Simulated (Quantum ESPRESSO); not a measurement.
The system is FeO (Wuestite).

```
CELL_PARAMETERS angstrom
0.00000 2.15540 2.15540
2.15540 0.00000 2.15540
2.15540 2.15540 0.00000
ATOMIC_POSITIONS crystal
Fe 0.00000 0.00000 0.00000
O 0.50000 0.50000 0.50000
```

Base run:

| Quantity | Value |
| --- | --- |
| Program | Quantum ESPRESSO 7.5 |
| Functional | PBE |
| Potentials or basis | PseudoDojo 0.4.1 SR PBE standard |
| Cutoff | 1225 eV |
| Density cutoff | 4898 eV |
| k mesh | 11 × 11 × 11 |
| Occupations | fermi-dirac, width 0.05 eV |
| Spin | collinear spin, ferromagnetic start |
| Starting moments | [3.0, 0.0] μB |

Its results: band gap on the k mesh none (metal or under the smearing width); pressure -1.0 GPa; net moment 4.00 μB per cell; site moments Fe +3.47; O +0.32 μB.

Task: After a change of settings the same cell gave: band gap on the k mesh none (metal or under the smearing width); pressure -0.2 GPa; net moment 4.01 μB per cell; site moments Fe +3.47; O +0.33 μB. Which change was it?
A. functional from PBE to PBEsol; potentials or basis from PseudoDojo 0.4.1 SR PBE standard to PseudoDojo 0.4.1 SR PBEsol standard
B. potentials or basis from PseudoDojo 0.4.1 SR PBE standard to SSSP 1.3 efficiency PBE; cutoff from 1225 eV to 871 eV; density cutoff from 4898 eV to 10640 eV
C. functional from PBE to LDA; potentials or basis from PseudoDojo 0.4.1 SR PBE standard to PseudoDojo 0.4.1 SR LDA standard
D. potentials or basis from PseudoDojo 0.4.1 SR PBE standard to SG15 PBE 1.2; cutoff from 1225 eV to 1197 eV; density cutoff from 4898 eV to 4789 eV; k mesh from 11 × 11 × 11 to 5 × 5 × 5

Result: D.

Caveats: some runs use coarse meshes; a cell with one magnetic atom can't hold antiferromagnetic order, which such compounds often take; semilocal functionals often make such compounds metallic where correlation or magnetic order opens a gap, which also shifts bond lengths.

Not every run made on this cell is shown here.
